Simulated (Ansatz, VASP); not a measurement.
# Sb: VASP beside Ansatz

Contents of INCAR:

```
SYSTEM = Sb
ALGO = Normal
EDIFF = 1E-6
ENCUT = 520
GGA = PE
ISIF = 2
ISMEAR = -1
LASPH = .True.
LCHARG = .True.
LELF = .True.
LREAL = .False.
LVHAR = .True.
LWAVE = .False.
NBANDS = 8
NELM = 60
PREC = Accurate
SIGMA = 0.05
```

KPOINTS

```
k-points
0
Gamma
  12 12 12
  0 0 0
```

File POSCAR:

```
Sb
1.0
    0.0000000000      2.2358500000      2.3050000000
    2.2358500000      0.0000000000      2.3050000000
    2.2358500000      2.2358500000      0.0000000000
Sb
1
Direct
    0.0000000000      0.0000000000      0.0000000000
```

Input for Ansatz:

```yaml
crystal:
  lattice:
    - [0.0, 2.23585, 2.305]
    - [2.23585, 0.0, 2.305]
    - [2.23585, 2.23585, 0.0]
  atoms:
    - { symbol: Sb, position: [0.0, 0.0, 0.0] }
kpoints:
  mp_grid: { grid: [12, 12, 12] }
  band_path:
    path:
      - [0.0, 0.0, 0.0]
      - [0.0, 0.5, 0.5]
      - [0.25, 0.75, 0.5]
      - [0.0, 0.5, 0.0]
      - [0.0, 0.0, 0.0]
      - [0.5, 0.5, 0.0]
      - [0.3676125, 0.6323875, 0.0]
      - [-0.3676125, 0.3676125, 0.0]
      - [0.0, 0.0, 0.0]
    npoints: 5
scf:
  occupations: { method: fermi_dirac, width: 0.05 }
hamiltonian:
  xc: pbe
  pseudopotentials: { kind: all_electron, lapw: { basis_error: 0.001 } }
output:
  forces: true
  stress: true
  eigenvalues: true
```

Change from the starting cell: equal xx and yy strain of -3 %.

Alike in both runs: task single point; functional PBE; k mesh 12 × 12 × 12; occupations fermi-dirac, width 0.05 eV; no spin polarisation.

```csv
,VASP,Ansatz
version,VASP 6.6.1,Ansatz 0.2.0
potentials or method,"VASP PAW PBE potentials, release 64 (Sb)","all-electron LAPW, scalar-relativistic"
plane-wave cutoff (eV),520,see its input
```

|  | VASP | Ansatz | Ansatz less VASP |
| --- | --- | --- | --- |
| pressure (GPa) | 15.4 | 15.5 | +0.10 |
| largest component of the traceless stress (GPa) | 0.36 | 0.39 | +0.029 |

Ansatz ran all-electron here, so the differences hold the error of VASP's frozen core and of both bases.

Caveats: so large a pressure means that the cell lies far from this level's equilibrium, or that cutoff or potentials fall short (VASP). Spin-orbit coupling is left out, which matters for the levels of Sb.
